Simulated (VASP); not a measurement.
Wanted: the native input for a VASP 6.6.1 run.

```
Task                   : Born charges and dielectric tensor
Functional             : LDA
Potentials or basis    : VASP PAW LDA potentials, release 64 (Sn_d, Se)
Cutoff                 : 600 eV
k mesh                 : 10 × 10 × 10
Occupations            : gaussian, width 0.02 eV
Spin                   : no spin polarisation
Further INCAR settings : ALGO = Normal; EDIFF = 1e-08; IBRION = 8; NSW = 1
```

The structure of SnSe lies in POSCAR:

```
SnSe
1.0
    0.0000000000      2.9505600000      2.9505600000
    2.9505600000      0.0000000000      2.9505600000
    2.9505600000      2.9505600000      0.0000000000
Sn Se
1 1
Direct
    0.0000000000      0.0000000000      0.0000000000
    0.5000000000      0.5000000000      0.5000000000
```

Measurements of this composition are mostly on another form, of space group No. 62.

One way to write it, as run:

INCAR

```
SYSTEM = SnSe
ALGO = Normal
EDIFF = 1E-8
ENCUT = 600
IBRION = 8
ISIF = 2
ISMEAR = 0
LASPH = .True.
LCHARG = .False.
LEPSILON = .True.
LREAL = .False.
LWAVE = .False.
NELM = 80
NSW = 1
PREC = Accurate
SIGMA = 0.02
```

KPOINTS

```
k-points
0
Gamma
  10 10 10
  0 0 0
```

Potentials or basis: VASP PAW LDA potentials, release 64 (Sn_d, Se).

Launch:

```console
$ cat potpaw_LDA.64/Sn_d/POTCAR potpaw_LDA.64/Se/POTCAR > POTCAR
$ mpirun -np 1 vasp_std > vasp.out
```

It gave:

```json
{
  "Band gap on the k mesh": "0.43 eV, indirect (least direct gap 0.57 eV)",
  "Electronic dielectric tensor (diagonal)": "41.39",
  "Born charges (mean of the diagonal)": "Sn +5.95; Se -5.95 e",
  "Highest phonon frequency at Γ, LO-TO splitting left out": "45 cm⁻¹"
}
```

Caveat: the gap is small at this level, which inflates the dielectric constant; spin-orbit coupling is left out, which moves the levels of the heavy elements.

Run time: 8.2 min on 1 thread of Intel(R) Xeon(R) 6975P-C (Granite Rapids), on a shared host, peak memory 0.39 GiB.
